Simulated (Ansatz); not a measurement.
Sr under changes of volume

One of the cells (57.751 Å³/atom); the others are scaled copies at fixed shape and fractional positions:

```
Sr
1.0
    -2.43500    2.43500    2.43500
     2.43500   -2.43500    2.43500
     2.43500    2.43500   -2.43500
Sr
1
Cartesian
  0.0000 0.0000 0.0000
```

This isn't the form of Sr at room conditions, which is fcc.

* Program: Ansatz 0.2.0
* Functional: r2SCAN
* Dispersion: D3(BJ)-ATM
* Potentials or basis: Ansatz PAW
* Cutoff: 500 eV (not typed: the program's choice for these potentials)
* k mesh: 8 × 8 × 8
* Occupations: fermi-dirac, width 0.025 eV
* Spin: spin-orbit coupling, no magnetisation

| volume (Å³/atom) | energy over the lowest point (meV/atom) | pressure (GPa) |
| --- | --- | --- |
| 54.286 | 0.00 | 0.0 |
| 55.441 | 0.94 | -0.2 |
| 56.596 | 3.60 | -0.4 |
| 57.751 | 7.75 | -0.6 |
| 58.906 | 13.07 | -0.8 |
| 60.061 | ? | ? |
| 61.216 | 26.35 | -1.0 |

Question: What does the run at 60.061 Å³/atom give?

Answer: Energy over the lowest point 19.30 meV/atom; pressure -0.9 GPa.

Worked out: A Birch-Murnaghan fit of order 3 (a polynomial in V^(-2/3)) to the other rows has its minimum at 54.33 Å³/atom with B0 = V·E''(V) = 13.8 GPa (rough, since the energies scatter). It gives 19.33 meV/atom at 60.061 Å³/atom, against the run's 19.30, and -dE/dV = -0.9 GPa, against -0.9.

Energies are extrapolated to zero smearing.

Caveats: the cell was measured hot, at 901 K; pairwise dispersion overbinds metals, which lowers pressure and volume; the PAW data sets come from PBE, with cores solved anew for the run's functional, which leaves a small shift of forces and pressure.
